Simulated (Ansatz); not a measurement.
# PbO2: the cost of one run

Computed with Ansatz 0.2.0 (DFT PBE, scalar-relativistic, plane waves, PAW, unless a step's input says otherwise).

## Step 1: The starting structure

Symmetry: R-3m, No. 166, trigonal system. The conventional cell has a = 3.446 Å, b = 3.446 Å, c = 13.368 Å, α = 90.00°, β = 90.00°, γ = 120.00°. Around Pb (site symmetry -3m) lie 6 O at 2.24 Å. O (site symmetry 3m) has 3 Pb at 2.24 Å as nearest neighbours.

Coordinates:

```
CELL_PARAMETERS angstrom
1.72291 0.99472 4.45594
-1.72291 0.99472 4.45594
0.00000 -1.98944 4.45594
ATOMIC_POSITIONS crystal
Pb 0.00000 0.00000 0.00000
O 0.25576 0.25576 0.25576
O 0.74424 0.74424 0.74424
```

The cell was relaxed beforehand at this level, from a generated guess; it needn't be the stable form of this composition. At a tolerance of 0.02 Å it has space group R-3m (No. 166); it has 15.27 Å³/atom, an uncorrected energy of -0.71 eV/atom over the elements.

## Step 2: Bands, states and charges

The input, input.yaml:

```yaml
crystal:
  lattice:
    - [1.7229055308, 0.994719972, 4.455939916]
    - [-1.7229055308, 0.994719972, 4.455939916]
    - [0.0, -1.989439944, 4.455939916]
  atoms:
    - { symbol: Pb, position: [0.0, 0.0, 0.0] }
    - { symbol: O, position: [0.2557609933, 0.2557609933, 0.2557609933] }
    - { symbol: O, position: [0.7442390067, 0.7442390067, 0.7442390067] }
basis:
  ecutwfc: 420
kpoints:
  mp_grid: { grid: [12, 12, 12] }
  band_path:
    path:
      - [[0.0, 0.0, 0.0], [0.5, 0.5, 0.5], [0.80011088, 0.19988912, 0.5]]
      - [[0.5, -0.19988912, 0.19988912], [0.5, 0.0, 0.0], [0.0, 0.0, 0.0], [0.34994456, -0.34994456, 0.0]]
      - [[0.65005544, 0.0, 0.34994456], [0.5, 0.0, 0.5], [0.0, 0.0, 0.0]]
    npoints: 14
hamiltonian:
  xc: pbe
scf:
  occupations: { method: gaussian, width: 0.01 }
  n_extra_bands: 7
output:
  forces: true
  stress: true
  eigenvalues: true
  populations: true
  dos: { projected: true, de: 0.02, nscf_kmesh: { grid: [15, 15, 15] } }
  bader: true
  write_density: true
  write_potential: true
  elf: true
  volumetric_format: npy
```

Started as:

```sh
$ ansatz run input.yaml --threads 1 --pin off --max-ram 2048MiB --backend cpu --events-out ev --progress --plain --runs-dir out
```

**Question.** How long does this run take on 1 thread of Arm Neoverse V2, shared host, and how much memory does it need?

About 37 s, with a peak of 0.45 GiB.
